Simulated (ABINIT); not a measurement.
# BaTiO3: band structure with PW91

BaTiO3:

```
Ba Ti O
1.0
     3.99980    0.00000    0.00000
     0.00000    3.99980    0.00000
     0.00000    0.00000    4.01800
Ba Ti O
1 1 3
Direct
  0.00000 0.00000 0.00000
  0.50000 0.50000 0.49000
  0.00000 0.50000 0.51700
  0.50000 0.00000 0.51700
  0.50000 0.50000 0.01900
```

| Item | Value |
| --- | --- |
| Program | ABINIT 10.8.3 (patched build) |
| Task | band structure |
| Functional | PW91 |
| Potentials or basis | JTH PAW PBE v2.0 |
| Cutoff | 762 eV |
| k mesh | 7 × 7 × 7 |
| Occupations | fermi-dirac, width 0.05 eV |
| Spin | no spin polarisation |
| Fine-grid cutoff | 1360.57 eV |

* Pressure: 2.6 GPa
* Largest force: 0.303 eV/Å
* Band gap on the k mesh: 1.88 eV, indirect (least direct gap 2.07 eV)
* Band gap along the path: 1.79 eV, indirect (least direct gap 2.07 eV)

Forces in eV/Å, atoms in the order of the input:
```
Ba   0.000  0.000  0.062
Ti   0.000  0.000 -0.133
O    0.000  0.000 -0.116
O    0.000  0.000 -0.116
O    0.000  0.000  0.303
```

Stress tensor (GPa, compression positive):
```
2.26 0.00 0.00
0.00 2.26 0.00
0.00 0.00 3.18
```

Levels at the corners of the path, in eV from the valence-band top:
```csv
point,band 17,band 18,band 19,band 20,band 21,band 22,band 23,band 24
Γ,-1.13,-0.30,-0.28,-0.28,1.79,2.00,2.00,3.98
X,-1.83,-1.72,-0.93,-0.83,2.13,3.50,3.53,4.03
M,-1.74,-0.97,-0.97,-0.08,3.54,3.54,3.94,4.70
Γ,-1.13,-0.30,-0.28,-0.28,1.79,2.00,2.00,3.98
Z,-1.94,-1.94,-0.69,-0.69,1.94,3.56,3.56,3.98
R,-1.70,-0.90,-0.88,-0.16,3.52,3.57,3.92,4.82
A,-2.41,-0.08,-0.08,0.00,4.17,4.17,4.17,6.57
Z,-1.94,-1.94,-0.69,-0.69,1.94,3.56,3.56,3.98
```

It took 3.8 min on 1 thread of Arm Neoverse V2, on a shared host, peak memory 0.2 GiB.

Caveat: this set's barium file shifts pressures by 1.5 GPa and gaps by 0.1 eV against other sets; the PAW data sets were made with another functional, which shifts forces and pressure a little; spin-orbit coupling is left out, which moves the levels of the heavy elements; the mesh misses the band edges, which the band path finds closer together; the atomic spheres overlap. Expect the measured gap to be larger: semilocal functionals such as PW91 lack the derivative discontinuity.
